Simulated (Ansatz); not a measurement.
A run of Ansatz 0.2.0 is set up as follows.

input.yaml

```yaml
crystal:
  lattice:
    - [3.636, 0.0, 0.0]
    - [-1.818, 3.1488683682, 0.0]
    - [0.0, 0.0, 5.7826]
  atoms:
    - { symbol: Gd, position: [0.6666666667, 0.3333333333, 0.75], spin: 7.0 }
    - { symbol: Gd, position: [0.3333333333, 0.6666666667, 0.25], spin: 7.0 }
hamiltonian:
  xc: revpbe
  pseudopotentials: { kind: paw }
magnetization:
  spin_polarized: true
kpoints:
  mp_grid: { grid: [8, 8, 5] }
scf:
  occupations: { method: fermi_dirac, width: 0.05 }
output:
  forces: true
  stress: true
  eigenvalues: true
relax:
  f_tol: 0.01
  max_steps: 40
  cell: { stress_tol: 0.05 }
```

Potentials or basis: Ansatz PAW.

Launch:

```console
$ ansatz run input.yaml --threads 2 --pin off --max-ram 5632MiB --backend cpu --events-out ev --progress --plain --runs-dir out
```

(1) Predict the relaxed volume.

(2) Predict the relaxed cell.

Answers

(1) 34.95 Å³/atom.

(2) a = 3.693 Å, b = 3.693 Å, c = 5.917 Å, α = 90.00°, β = 90.00°, γ = 120.00°.

Caveat: spin-orbit coupling is left out, which moves the levels of the heavy elements; the PAW data sets come from PBE, with cores solved anew for the run's functional, which leaves a small shift of forces and pressure.
